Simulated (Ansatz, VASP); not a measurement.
# Co in VASP and in Ansatz

File INCAR:

```
PREC     = Accurate       # precision mode
ENCUT    = 520            # plane-wave cutoff, eV
EDIFF    = 1E-6           # SCF threshold, eV
ISMEAR   = -1             # smearing method
SIGMA    = 0.05           # smearing width, eV
LREAL    = F              # projectors in reciprocal space
LASPH    = T              # aspherical terms in the spheres
NELM     = 150            # most SCF steps
ALGO     = Normal         # electronic algorithm
ISIF     = 2              # what is computed and relaxed
LWAVE    = F              # write WAVECAR
LCHARG   = F              # write CHGCAR
ISPIN    = 2              # spin polarisation
MAGMOM   = 2 2            # initial moments
LORBIT   = 11             # projections on sites
LMAXMIX  = 4              # l up to which the mixer works
NBANDS   = 20             # bands
```

KPOINTS

```
regular mesh
0
Gamma
  12 12 7
```

The input POSCAR:

```
Co
1.0
    2.4883712406      0.0000000000      0.0000000000
   -1.2441856203      2.1549927084      0.0000000000
    0.0000000000      0.0000000000      4.0477749493
Co
2
Direct
    0.6666666667      0.3333333333      0.7500000000
    0.3333333333      0.6666666667      0.2500000000
```

input.yaml

```yaml
crystal:
  lattice:
    - [2.4883712406, 0.0, 0.0]
    - [-1.2441856203, 2.1549927084, 0.0]
    - [0.0, 0.0, 4.0477749493]
  atoms:
    - { symbol: Co, position: [0.6666666667, 0.3333333333, 0.75], spin: 2.0 }
    - { symbol: Co, position: [0.3333333333, 0.6666666667, 0.25], spin: 2.0 }
kpoints:
  mp_grid: { grid: [12, 12, 7] }
scf:
  occupations: { method: fermi_dirac, width: 0.05 }
hamiltonian:
  xc: lda
  pseudopotentials: { kind: all_electron, lapw: { basis_error: 0.001 } }
magnetization:
  spin_polarized: true
output:
  forces: true
  stress: true
  eigenvalues: true
```

Change from the starting cell: volume scaled by 1.02.

Alike in both runs: task single point; functional LDA; k mesh 12 × 12 × 7; occupations fermi-dirac, width 0.05 eV; collinear spin.

|  | VASP | Ansatz |
| --- | --- | --- |
| version | VASP 6.6.1 | Ansatz 0.2.0 |
| potentials or method | VASP PAW LDA potentials, release 64 (Co) | all-electron LAPW, scalar-relativistic |
| plane-wave cutoff (eV) | 520 | see its input |

Ansatz gave:

- gap on the k mesh at the Fermi level (eV): none
- pressure (GPa): -18.3
- largest component of the traceless stress (GPa): 1.80
- net moment per atom (μB): 1.57
- size of the moment on the site where the two differ most (μB): 1.61

Task: Estimate VASP's values.

Result: gap on the k mesh at the Fermi level (eV): none; pressure (GPa): -19.2; largest component of the traceless stress (GPa): 1.72; net moment per atom (μB): 1.53; size of the moment on the site where the two differ most (μB): 1.53.

Site moments also hang on the region over which each program counts them. A gap of «none» marks a metal or a gap that the smearing closes. Ansatz ran all-electron here, so the differences hold the error of VASP's frozen core and of both bases.

Caveats: so large a pressure means that the cell lies far from this level's equilibrium, or that cutoff or potentials fall short (VASP).
